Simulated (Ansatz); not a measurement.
Crystal: HgTe.

```
Hg Te
1.0
    -3.04560    3.04560    1.55941
     3.04560   -3.04560    1.55941
     3.04560    3.04560   -1.55941
Hg Te
1 1
Cartesian
  0.0000 3.0456 0.7797
  0.0000 0.0000 0.0000
```

Measurements of this composition are mostly on another form, of space group No. 216.

- Program: Ansatz 0.2.0
- Task: relaxation of cell and atoms
- Functional: PBEsol
- Dispersion: D3(BJ)-ATM
- Potentials or basis: Ansatz PAW
- Cutoff: 420 eV (not typed: the program's choice for these potentials)
- k mesh: 10 × 10 × 10
- Occupations: fermi-dirac, width 0.05 eV
- Spin: no spin polarisation

At the start: volume 28.93 Å³/atom.

**Question.** How do energy, volume and symmetry change on relaxing?

**Answer.** It ends after 6 steps and the volume is 25.54 Å³/atom (-11.7 %); space group I-4m2 (No. 119, to 0.05 Å).

Step by step:
```
step  energy change (eV)  largest force (eV/Å)  volume (Å³)
   1              0.0000                0.0000        57.86
   2             -0.1673                0.0000        51.68
   3             -0.1780                0.0000        49.69
   4             -0.1882                0.0000        51.17
   5             -0.1883                0.0000        51.08
   6             -0.1870                0.0000        51.08
```

Final structure:
```xyz
2
Lattice="-2.8482 2.8482 1.5741 2.8482 -2.8482 1.5741 2.8482 2.8482 -1.5741" Properties=species:S:1:pos:R:3 pbc="T T T"
Hg    0.0000    2.8482    0.7870
Te    0.0000    0.0000    0.0000
```

Caveat: the plane-wave basis is chosen anew once the cell has moved, so the energies of steps on either side of that aren't comparable; pairwise dispersion overbinds metals, which lowers pressure and volume; the PAW data sets come from PBE, with cores solved anew for the run's functional, which leaves a small shift of forces and pressure.
